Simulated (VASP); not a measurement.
ZnS (Wurtzite-4H), 8 atoms in the cell. It takes space group P6_3mc (No. 186, hexagonal). Conventional cell: a = 3.823 Å, b = 3.823 Å, c = 12.520 Å, α = 90.00°, β = 90.00°, γ = 120.00°. Around Zn (site symmetry 3m) lie 4 S at 2.34 to 2.35 Å. Zn (site symmetry 3m) is surrounded by 4 S at 2.34 to 2.35 Å. S (site symmetry 3m) has 4 Zn at 2.34 to 2.35 Å as nearest neighbours. S (site symmetry 3m) has 4 Zn at 2.34 to 2.35 Å as nearest neighbours. 

```yaml
Program: VASP 6.6.1
Task: relaxation of cell and atoms
Functional: PW91
Potentials_or_basis: VASP PAW PBE potentials, release 64 (Zn, S)
Cutoff: 600 eV
k_mesh: 8 × 8 × 3
Occupations: fermi-dirac, width 0.05 eV
Spin: no spin polarisation
Further_INCAR_settings: ALGO = Fast; EDIFF = 1e-06; IBRION = 2; EDIFFG = -0.01; NSW = 40; ISIF = 3
```

Potentials or basis: VASP PAW PBE potentials, release 64 (Zn, S).

The run is started by

```bash
$ cat potpaw_PBE.64/Zn/POTCAR potpaw_PBE.64/S/POTCAR > POTCAR
$ mpirun -np 1 vasp_std > vasp.out
```

Hardware: 1 thread of AMD EPYC 9R14 (Zen 4) (shared host).

Q: Estimate the wall time of this run.

A: Wall time 6.5 min on 1 thread of AMD EPYC 9R14 (Zen 4), on a shared host, peak memory 0.36 GiB. Counts: scf iterations 49, k points 20, ion steps 5.
